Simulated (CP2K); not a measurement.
Runs of CP2K 2026.2 on SnO2. The structure is orthorhombic, space group Pnnm (No. 58). The conventional cell has a = 4.788 Å, b = 4.867 Å, c = 3.241 Å, α = 90.00°, β = 90.00°, γ = 90.00°. Sn (site symmetry 2/m) has 6 O at 2.09 to 2.10 Å as nearest neighbours. O (site symmetry m) is surrounded by 3 Sn at 2.09 to 2.10 Å. The cell is a database's computed one.

| level | potentials or basis | smearing | NGRIDS | points a segment of the path (NPOINTS) | bands added on the path | CUTOFF of the grids | gap on the mesh (eV) | pressure (GPa) | largest force (eV/Å) |
| --- | --- | --- | --- | --- | --- | --- | --- | --- | --- |
| LDA | GTH_POTENTIALS Sn GTH-PADE-q4, O GTH-PADE-q6; TZVP-MOLOPT-PBE-GTH basis | fermi-dirac 0.1 eV | 4 | 10 | 4 | 600 Ry | 0.54 | (a) | 0.25 |
| r2SCAN | POTENTIAL_UZH Sn GTH-SCAN-q4, O GTH-SCAN-q6; TZVP-MOLOPT-SCAN-GTH basis | fermi-dirac 0.05 eV | 4 | 10 | 6 | 850 Ry | 1.22 | -22.5 | (c) |
| PBEsol | POTENTIAL_UZH Sn GTH-PBE-q4, O GTH-PBE-q6; TZVP-MOLOPT-PBE-GTH basis | fermi-dirac 0.0259 eV | 5 | 6 | 6 | 600 Ry | 0.62 | (b) | 0.05 |
| TB-mBJ | POTENTIAL_UZH Sn GTH-PBE-q4, O GTH-PBE-q6; TZVP-MOLOPT-PBE-GTH basis | fermi-dirac 0.0259 eV | 5 | 8 | 2 | 850 Ry | 1.64 | - | - |

Alike in all rows: task band structure; no spin polarisation; cell as given; k mesh 6 × 6 × 8.

**Question.** Fill in the values left out.

**Answer.** (a) -12.0; (b) 1.5; (c) 0.45.

Caveats: spin-orbit coupling is left out, which moves the levels of the heavy elements; the basis of atomic orbitals isn't converged, which shifts pressures, moduli and gaps; the potentials were made for another functional, which shifts forces and pressure (some runs); so large a pressure means that the cell lies far from this level's equilibrium, or that cutoff or potentials fall short (some runs); this is a model potential without an energy functional, so only levels have meaning (some runs).

A k mesh can miss the band edges, and the runs leave out spin-orbit coupling on Sn.
